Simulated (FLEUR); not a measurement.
# CuO (P-1) in FLEUR: a series of runs

Runs on CuO. Level: PBEsol+U. Tasks: single point.

All numbers are computed with FLEUR MaX-R8.1 (later development tree); they aren't measurements. Logs are shortened: lines on timing, memory, paths and dates and some standing lists are left out, and cuts for length are marked.

**1. The crystal as given**

The typed cell holds 4 atoms: a = 2.880 Å, b = 2.880 Å, c = 5.176 Å, α = 89.81°, β = 89.81°, γ = 89.22°.

The cell comes from a database or a generator and needn't be the stable form of this composition.

**2. Single point, PBEsol+U**

inp.xml reads:

```xml
<?xml version="1.0" encoding="UTF-8" standalone="no"?>
<fleurInput fleurInputVersion="0.39">
   <comment>
      CuO                                                                                                 
   </comment>
   <calculationSetup>
      <cutoffs Kmax="5.16" Gmax="16.0" GmaxXC="16.0" numbands="0"/>
      <scfLoop itmax="100" minDistance="0.0002" maxIterBroyd="50" imix="Anderson" alpha="0.05" precondParam="0.0" spinf="2.0" sdNocoIR="T"/>
      <coreElectrons ctail="T" frcor="F" kcrel="0" coretail_lmax="0"/>
      <xcFunctional name="PBEs" relativisticCorrections="F"/>
      <magnetism jspins="1"/>
      <soc l_soc="F" theta="0.0" phi="0.0" spav="F"/>
      <expertModes spex="0" secvar="F"/>
      <geometryOptimization l_f="F" forcealpha="1.0" forcemix="BFGS" epsdisp="0.00001" epsforce="0.00001"/>
      <ldaU l_linMix="F" mixParam="0.05" spinf="1.0"/>
   </calculationSetup>
   <cell>
      <bzIntegration valenceElectrons="50.0" mode="hist" fermiSmearingEnergy="0.00183747">
         <kPointListSelection listName="default-1"/>
         <!-- k-points included here -->
         <xi:include xmlns:xi="http://www.w3.org/2001/XInclude" href="kpts.xml"> </xi:include>
      </bzIntegration>
      <!-- symmetry operations included here -->
      <xi:include xmlns:xi="http://www.w3.org/2001/XInclude" href="sym.xml"> </xi:include>
      <bulkLattice scale="1.0">
         <bravaisMatrix>
            <row-1>    5.4414681972927115     0.0000000000000000     0.0000000000000000</row-1>
            <row-2>    0.0738368115527736     5.4410496526248124     0.0000000000000000</row-2>
            <row-3>    0.0330614885510789     0.0325881395578954     9.7818634148972290</row-3>
         </bravaisMatrix>
      </bulkLattice>
   </cell>
   <atomSpecies>
      <species name="Copper (Cu)" element="Cu" atomicNumber="29">
         <mtSphere radius="1.9" gridPoints="635" logIncrement="0.019"/>
         <atomicCutoffs lmax="8" lnonsphr="8"/>
         <electronConfig flipSpins="F">
            <coreConfig>(1s1/2) (2s1/2) (2p1/2) (2p3/2)</coreConfig>
            <valenceConfig>(3s1/2) (3p1/2) (3p3/2) (4s1/2) (3d3/2) (3d5/2)</valenceConfig>
            <stateOccupation state="(4s1/2)" spinUp="0.500000" spinDown="0.500000"/>
         </electronConfig>
         <energyParameters s="4" p="4" d="3" f="4"/>
         <ldaU l="2" U="0.0" J="0.0" l_amf="F"/>
         <lo type="SCLO" l="0" n="3" eDeriv="0"/>
         <lo type="SCLO" l="1" n="3" eDeriv="0"/>
         <lo type="SCLO" l="1" n="3" eDeriv="1"/>
         <lo type="SCLO" l="3" n="4" eDeriv="2"/>
      </species>
      <species name="Oxygen (O)" element="O" atomicNumber="8">
         <mtSphere radius="1.45" gridPoints="487" logIncrement="0.022"/>
         <atomicCutoffs lmax="8" lnonsphr="8"/>
         <electronConfig flipSpins="F">
            <coreConfig>(1s1/2)</coreConfig>
            <valenceConfig>(2s1/2) (2p1/2) (2p3/2)</valenceConfig>
            <stateOccupation state="(2p1/2)" spinUp="0.666667" spinDown="0.666667"/>
            <stateOccupation state="(2p3/2)" spinUp="1.333333" spinDown="1.333333"/>
         </electronConfig>
         <energyParameters s="2" p="2" d="3" f="4"/>
         <lo type="SCLO" l="0" n="2" eDeriv="2"/>
         <lo type="SCLO" l="1" n="2" eDeriv="2"/>
         <lo type="SCLO" l="2" n="3" eDeriv="2"/>
      </species>
   </atomSpecies>
   <atomGroups>
      <atomGroup species="Copper (Cu)">
         <relPos label="                   1">.0000000000 1.000/2.000 .0000000000</relPos>
         <force calculate="T" relaxXYZ="TTT"/>
      </atomGroup>
      <atomGroup species="Copper (Cu)">
         <relPos label="                   2">1.000/2.000 .0000000000 1.000/2.000</relPos>
         <force calculate="T" relaxXYZ="TTT"/>
      </atomGroup>
      <atomGroup species="Oxygen (O)">
         <relPos label="                   3">-.0015760300 .0016717800 -.2501129000</relPos>
         <relPos label="                   4">.0015760300 -.0016717800 .2501129000</relPos>
         <force calculate="T" relaxXYZ="TTT"/>
      </atomGroup>
   </atomGroups>
   <output dos="F" band="F" slice="F">
      <checks vchk="F" cdinf="F"/>
      <bandDOS minEnergy="-.5*Htr" maxEnergy="0.5*Htr" sigma="0.015" storeEVData="T"/>
      <vacuumDOS vacdos="F" integ="F" star="F" nstars="0" locx1="0.0" locy1="0.0" locx2="0.0" locy2="0.0" nstm="0" tworkf="0.0"/>
      <unfoldingBand unfoldBand="F" supercellX="1" supercellY="1" supercellZ="1"/>
      <plotting iplot="0" polar="F">
         <plot TwoD="T" vec1="  1.0  0.0  0.0" vec2="  0.0  1.0  0.0" vec3="  0.0  0.0  1.0" zero="  0.0  0.0  0.0" file="plot"/>
      </plotting>
      <chargeDensitySlicing numkpt="0" minEigenval="0.0" maxEigenval="0.0" nnne="0" pallst="F"/>
      <specialOutput eonly="F"/>
      <moessbauerParams electricFieldGradient="T" isomerShift="T" coreHyperfine="T" valenceHyperfine="T"/>
      <magneticCircularDichroism mcd="F" energyLo="-10.0" energyUp="0.0"/>
   </output>
  <!-- We include the file relax.xml here to enable relaxations (see documentation) -->
  <xi:include xmlns:xi="http://www.w3.org/2001/XInclude" href="relax.xml"> <xi:fallback/> </xi:include>
</fleurInput>
```

crystal.txt reads:

```
CuO
&input cartesian=F /
2.8795009639  0.0000000000  0.0000000000
0.0390727580  2.8792794796  0.0000000000
0.0174953863  0.0172449008  5.1763391994
1.8897261246
1.0 1.0 1.0

4
29 0.0000000000  0.5000000000  0.0000000000
29 0.5000000000  0.0000000000  0.5000000000
8 0.9984239700  0.0016717800  0.7498871000
8 0.0015760300  0.9983282200  0.2501129000

&kpt div1=7 div2=7 div3=4 gamma=T /
```

Potentials or basis: all-electron, FLAPW.

Launch:

```sh
$ inpgen -f crystal.txt -profile fastHighL
$ # inp.xml edited to the form shown
$ fleur_MPI
```

The log of the run:

```text
Welcome to FLEUR        (www.flapw.de)
      MaX-Release 8.1          (www.max-centre.eu)

 ========== k-point set info ==========
 Selected k-point list: default-1
 k-point list type: mesh
 7 x 7 x 4
 Number of k points: 99

 ------------Calculation Setup---------------------------
 Number of MPI-tasks      :            1
 Number of PE/node        :            1
 Number of OMP-threads    :            1
 Most efficient MPI parallelization for:
           1           3           9          11          33          99
 Additional eigenvalue parallelization possible
 Number of basis functions:          804
 Approximate size of matrices (H+S) per k-point:         0.010 GB
 --------------------------------------------------------
 no density matrix found ... skipping LDA+U
 Reset of history
 Iteration:     1   Distance:      49.07065910 me/bohr^3
 Iteration:     2   Distance:      36.86073296 me/bohr^3
 Iteration:     3   Distance:      28.46929104 me/bohr^3
 Iteration:     4   Distance:      16.16900949 me/bohr^3
 Iteration:     5   Distance:      14.49930818 me/bohr^3
 Iteration:     6   Distance:       7.48508422 me/bohr^3
 Iteration:     7   Distance:       7.02947117 me/bohr^3
 Iteration:     8   Distance:       2.61212779 me/bohr^3
 Iteration:     9   Distance:       1.92698967 me/bohr^3
 Iteration:    10   Distance:       2.05233383 me/bohr^3
 Iteration:    11   Distance:       0.21800525 me/bohr^3
 Iteration:    12   Distance:       0.13755265 me/bohr^3
 Iteration:    13   Distance:       0.03314012 me/bohr^3
 Iteration:    14   Distance:       0.03017105 me/bohr^3
 Iteration:    15   Distance:       0.01454196 me/bohr^3
 Iteration:    16   Distance:       0.00163928 me/bohr^3
 Iteration:    17   Distance:       0.00049968 me/bohr^3
 Iteration:    18   Distance:       0.00005294 me/bohr^3

 ********************************************************************
 Run finished successfully
 Stop message:
   all done
 ********************************************************************
```

Wall time 7.8 min (1 thread of Arm Neoverse V1, shared host); peak memory 0.16 GiB.

What came out:

```yaml
Free_energy: -94079.5359 eV
Band_gap_on_the_k_mesh: none (metal or under the smearing width)
Valence_electrons_inside_the_program's_atomic_spheres: Cu 17.07; O 4.62 (radii Cu 1.9, O 1.45 bohr)
```

Eigenvalues of the final occupation matrices:
| site | spin | trace | eigenvalues |
| --- | --- | --- | --- |
| atom type 1 | 1 | 8.69 | 1.46 1.74 1.82 1.82 1.85 |
| atom type 2 | 1 | 8.69 | 1.46 1.74 1.82 1.82 1.85 |

Core levels (eV from the Fermi level):
```tsv
atom	levels
1 Cu	1s1/2 -8838.9, 2s1/2 -1059.6, 2p1/2 -928.3, 2p3/2 -907.8
2 Cu	1s1/2 -8839.0, 2s1/2 -1059.6, 2p1/2 -928.3, 2p3/2 -907.8
3 O	1s1/2 -505.0
4 O	1s1/2 -505.0
```

Caveat: the run has no spin polarisation, though such a crystal can be magnetic; U without spin polarisation on a metal has little footing.

**3. Single point, PBEsol+U**

Changes to inp.xml since step 2:

```diff
@@ -42,3 +42,3 @@
          <energyParameters s="4" p="4" d="3" f="4"/>
-         <ldaU l="2" U="0.0" J="0.0" l_amf="F"/>
+         <ldaU l="2" U="2" J="0.0" l_amf="F"/>
          <lo type="SCLO" l="0" n="3" eDeriv="0"/>
```

crystal.txt is that of step 2.

Potentials or basis: all-electron, FLAPW.

Launch:

```sh
$ inpgen -f crystal.txt -profile fastHighL
$ # inp.xml edited to the form shown
$ fleur_MPI
```

The log of the run:

```text
Welcome to FLEUR        (www.flapw.de)
      MaX-Release 8.1          (www.max-centre.eu)

 ========== k-point set info ==========
 Selected k-point list: default-1
 k-point list type: mesh
 7 x 7 x 4
 Number of k points: 99

 ------------Calculation Setup---------------------------
 Number of MPI-tasks      :            1
 Number of PE/node        :            1
 Number of OMP-threads    :            1
 Most efficient MPI parallelization for:
           1           3           9          11          33          99
 Additional eigenvalue parallelization possible
 Number of basis functions:          804
 Approximate size of matrices (H+S) per k-point:         0.010 GB
 --------------------------------------------------------
 no density matrix found ... skipping LDA+U
 Reset of history
 Iteration:     1   Distance:      49.07065910 me/bohr^3
 Iteration:     2   Distance:      35.34632237 me/bohr^3
 Iteration:     3   Distance:      27.97219660 me/bohr^3
 Iteration:     4   Distance:      16.25187345 me/bohr^3
 Iteration:     5   Distance:      15.01852165 me/bohr^3
 Iteration:     6   Distance:       6.61895600 me/bohr^3
 Iteration:     7   Distance:       7.02879788 me/bohr^3
 Iteration:     8   Distance:       2.30644093 me/bohr^3
 Iteration:     9   Distance:       2.33509459 me/bohr^3
 Iteration:    10   Distance:       1.89901578 me/bohr^3
 Iteration:    11   Distance:       0.23601437 me/bohr^3
 Iteration:    12   Distance:       0.16859344 me/bohr^3
 Iteration:    13   Distance:       0.02432170 me/bohr^3
 Iteration:    14   Distance:       0.01311368 me/bohr^3
 Iteration:    15   Distance:       0.01033219 me/bohr^3
 Iteration:    16   Distance:       0.00078063 me/bohr^3
 Iteration:    17   Distance:       0.00085403 me/bohr^3
 Iteration:    18   Distance:       0.00009748 me/bohr^3

 ********************************************************************
 Run finished successfully
 Stop message:
   all done
 ********************************************************************
```

Wall time 7.9 min (1 thread of Arm Neoverse V1, shared host); peak memory 0.16 GiB.

What came out:

| Quantity | Value |
| --- | --- |
| Free energy | -94077.3783 eV |
| Band gap on the k mesh | none (metal or under the smearing width) |
| Valence electrons inside the program's atomic spheres | Cu 17.10; O 4.61 (radii Cu 1.9, O 1.45 bohr) |

Levels at points of the mesh, in eV from the Fermi level:
| k point | band 21 | band 22 | band 23 | band 24 | band 25 | band 26 | band 27 | band 28 | band 29 | band 30 |
| --- | --- | --- | --- | --- | --- | --- | --- | --- | --- | --- |
| (0.00, 0.00, 0.00) | -2.77 | -2.72 | -2.69 | -2.34 | 0.66 | 0.70 | 1.44 | 6.14 | 7.36 | 13.61 |
| (0.00, 0.00, 0.50) | -2.68 | -2.68 | -1.75 | -1.75 | 0.11 | 0.12 | 3.54 | 3.55 | 11.58 | 11.58 |

Eigenvalues of the final occupation matrices:
```
       site  spin  trace               eigenvalues
atom type 1     1   8.72  1.45 1.75 1.83 1.83 1.86
atom type 2     1   8.72  1.45 1.75 1.83 1.83 1.86
```

Core levels (eV from the Fermi level):
```
atom                                                    levels
1 Cu  1s1/2 -8838.4, 2s1/2 -1059.0, 2p1/2 -927.7, 2p3/2 -907.2
2 Cu  1s1/2 -8838.4, 2s1/2 -1059.0, 2p1/2 -927.7, 2p3/2 -907.2
 3 O                                              1s1/2 -505.0
 4 O                                              1s1/2 -505.0
```

Caveat: the run has no spin polarisation, though such a crystal can be magnetic; U without spin polarisation on a metal has little footing.

**4. Single point, PBEsol+U**

Changes to inp.xml since step 3:

```diff
@@ -42,3 +42,3 @@
          <energyParameters s="4" p="4" d="3" f="4"/>
-         <ldaU l="2" U="2" J="0.0" l_amf="F"/>
+         <ldaU l="2" U="3" J="0.0" l_amf="F"/>
          <lo type="SCLO" l="0" n="3" eDeriv="0"/>
```

crystal.txt is that of step 3.

Launch:

```sh
$ inpgen -f crystal.txt -profile fastHighL
$ # inp.xml edited to the form shown
$ fleur_MPI
```

Run time: 8.3 min. Hardware: 1 thread of Arm Neoverse V1, shared host; peak memory 0.17 GiB.

It converged, with:

```yaml
Free_energy: -94076.3202 eV
Band_gap_on_the_k_mesh: none (metal or under the smearing width)
Valence_electrons_inside_the_program's_atomic_spheres: Cu 17.11; O 4.61 (radii Cu 1.9, O 1.45 bohr)
```

Levels at points of the mesh, in eV from the Fermi level:
```
           k point  band 21  band 22  band 23  band 24  band 25  band 26  band 27  band 28  band 29  band 30
(0.00, 0.00, 0.00)    -2.93    -2.87    -2.68    -2.48     0.67     0.70     1.45     6.19     7.39    13.64
(0.00, 0.00, 0.50)    -2.82    -2.82    -1.83    -1.83     0.13     0.13     3.56     3.56    11.63    11.64
```

Eigenvalues of the final occupation matrices:
```csv
site,spin,trace,eigenvalues
atom type 1,1,8.74,1.45 1.76 1.83 1.83 1.86
atom type 2,1,8.74,1.45 1.76 1.83 1.83 1.86
```

Core levels (eV from the Fermi level):
```tsv
atom	levels
1 Cu	1s1/2 -8838.1, 2s1/2 -1058.7, 2p1/2 -927.4, 2p3/2 -906.9
2 Cu	1s1/2 -8838.1, 2s1/2 -1058.7, 2p1/2 -927.4, 2p3/2 -906.9
3 O	1s1/2 -504.9
4 O	1s1/2 -504.9
```

Caveat: the run has no spin polarisation, though such a crystal can be magnetic; U without spin polarisation on a metal has little footing.

**5. Single point, PBEsol+U**

Changes to inp.xml since step 4:

```diff
@@ -42,3 +42,3 @@
          <energyParameters s="4" p="4" d="3" f="4"/>
-         <ldaU l="2" U="3" J="0.0" l_amf="F"/>
+         <ldaU l="2" U="4" J="0.0" l_amf="F"/>
          <lo type="SCLO" l="0" n="3" eDeriv="0"/>
```

crystal.txt is that of step 4.

Launch:

```sh
$ inpgen -f crystal.txt -profile fastHighL
$ # inp.xml edited to the form shown
$ fleur_MPI
```

Run time: 8.3 min. Hardware: 1 thread of Arm Neoverse V1, shared host; peak memory 0.17 GiB.

Results (log left out):

```yaml
Free_energy: -94075.2755 eV
Band_gap_on_the_k_mesh: none (metal or under the smearing width)
Valence_electrons_inside_the_program's_atomic_spheres: Cu 17.13; O 4.61 (radii Cu 1.9, O 1.45 bohr)
```

Levels at points of the mesh, in eV from the Fermi level:
```csv
k point,band 21,band 22,band 23,band 24,band 25,band 26,band 27,band 28,band 29,band 30
"(0.00, 0.00, 0.00)",-3.09,-3.06,-2.64,-2.63,0.67,0.71,1.46,6.24,7.43,13.68
"(0.00, 0.00, 0.50)",-2.95,-2.95,-1.91,-1.91,0.14,0.15,3.58,3.58,11.69,11.69
```

Eigenvalues of the final occupation matrices:
```
       site  spin  trace               eigenvalues
atom type 1     1   8.75  1.46 1.77 1.83 1.84 1.86
atom type 2     1   8.75  1.45 1.77 1.84 1.84 1.86
```

Core levels (eV from the Fermi level):
| atom | levels |
| --- | --- |
| 1 Cu | 1s1/2 -8837.9, 2s1/2 -1058.4, 2p1/2 -927.1, 2p3/2 -906.7 |
| 2 Cu | 1s1/2 -8837.9, 2s1/2 -1058.4, 2p1/2 -927.1, 2p3/2 -906.7 |
| 3 O | 1s1/2 -504.9 |
| 4 O | 1s1/2 -504.9 |

Caveat: the run has no spin polarisation, though such a crystal can be magnetic; U without spin polarisation on a metal has little footing.

**6. The runs side by side**

```csv
U,gap on the mesh (eV)
Cu d U = 0.0 eV,none
Cu d U = 2 eV,none
Cu d U = 3 eV,none
Cu d U = 4 eV,none
```

Alike in all rows: task single point; level PBEsol+U; potentials or basis all-electron, FLAPW; no spin polarisation; cell as given; k mesh 7 × 7 × 4; smearing fermi-dirac 0.05 eV; kmax 5.16 1/bohr.

Every run on the cell as given and a fine mesh finds a metal.

Caveats: the run has no spin polarisation, though such a crystal can be magnetic; U without spin polarisation on a metal has little footing.

Compare energies only between runs with the same functional and basis.
